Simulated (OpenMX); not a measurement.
## Sb under changes of volume

One of the cells (30.206 Å³/atom); the others are scaled copies at fixed shape and fractional positions:

```
Sb
1.0
     2.15420    1.24373    3.75800
    -2.15420    1.24373    3.75800
     0.00000   -2.48746    3.75800
Sb
2
Direct
  0.76651 0.76651 0.76651
  0.23349 0.23349 0.23349
```

| Quantity | Value |
| --- | --- |
| Program | OpenMX 3.8.5 |
| Functional | PBE |
| Potentials or basis | OpenMX 2013 PBE set, Sb7.0-s3p2d2f1, fixed grid of 48 × 48 × 48 points |
| k mesh | 9 × 9 × 9 |
| Occupations | fermi-dirac, width 0.05 eV |
| Spin | no spin polarisation |

```csv
volume (Å³/atom),energy over the lowest point (meV/atom),largest force (eV/Å)
28.393,107.43,0.809
28.998,76.05,0.647
29.602,50.84,0.506
30.206,31.06,0.410
30.810,?,?
31.414,6.12,0.166
32.018,0.00,0.089
```

Q: What does the run at 30.810 Å³/atom give?

A: Energy over the lowest point 16.25 meV/atom; largest force 0.280 eV/Å.

Worked out: A Birch-Murnaghan fit of order 3 (a polynomial in V^(-2/3)) to the other rows has its minimum at 32.73 Å³/atom, just outside them, with B0 = V·E''(V) = 48 GPa and B' = 4.1 at fixed shape and positions, which overstates the stiffness. It gives 16.33 meV/atom at 30.810 Å³/atom, against the run's 16.25.

Energies are extrapolated to zero smearing.

Caveats: the basis of atomic orbitals isn't converged, which shifts pressures, moduli and gaps.
